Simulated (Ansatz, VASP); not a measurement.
Two plane-wave programs on Ir

```xyz
2
Lattice="2.9045 0.0000 0.0000 -1.4523 2.5154 0.0000 0.0000 0.0000 4.0041" Properties=species:S:1:pos:R:3 pbc="T T T"
Ir    1.4523    0.8385    3.0031
Ir    0.0000    1.6769    1.0010
```

Alike in both runs: task single point; functional PBEsol; k mesh 24 × 24 × 12; occupations gaussian, width 0.15 eV; no spin polarisation.

|  | VASP | Ansatz |
| --- | --- | --- |
| version | VASP 6.6.1 | Ansatz 0.2.0 |
| potentials or method | VASP PAW PBE potentials, release 64 (Ir) | scalar-relativistic, plane waves, PAW |
| plane-wave cutoff (eV) | 520 | 420 |
| valence electrons in the cell | 18 | 34 |

```tsv
	VASP	Ansatz	Ansatz less VASP
gap on the k mesh at the Fermi level (eV)	none	none	-
pressure (GPa)	-1.5	-2.3	-0.80
largest component of the traceless stress (GPa)	27.74	27.66	-0.079
```

A gap of «none» marks a metal or a gap that the smearing closes. The two sets of potentials don't hold the same shells in valence.

Caveats: the PAW data sets were made with another functional, which shifts forces and pressure a little (VASP). The runs have no spin-orbit coupling, so splittings on Ir are missing.
